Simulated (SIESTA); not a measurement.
The system is BAs.

```
CELL_PARAMETERS angstrom
0.00000 2.38850 2.38850
2.38850 0.00000 2.38850
2.38850 2.38850 0.00000
ATOMIC_POSITIONS crystal
As 0.75000 0.75000 0.75000
B 0.00000 0.00000 0.00000
```

Base run:

```yaml
Program: SIESTA 5.4.2
Functional: vdW-DF-cx
Potentials_or_basis: PseudoDojo 0.4 standard (PBE files)
Basis: DZP (energy shift 0.003 Ry; two zetas on semicore shells)
Grid_cutoff: 500 Ry
Energy_shift: 0.003 Ry
k_mesh: 10 × 10 × 10
Occupations: fermi-dirac, width 0.05 eV
Spin: no spin polarisation
```

Its results: band gap on the k mesh 1.32 eV, indirect (least direct gap 3.34 eV); pressure 2.7 GPa.

Question: The run is repeated on the same cell with these changes: functional from vdW-DF-cx to PBE. What comes out?

Answer: Band gap on the k mesh 1.34 eV, indirect (least direct gap 3.36 eV); pressure 4.7 GPa.

Caveats: the basis of atomic orbitals isn't converged, which shifts pressures, moduli and gaps; the potentials were made for another functional, which shifts forces and pressure (some runs).

Not every run made on this cell is shown here.
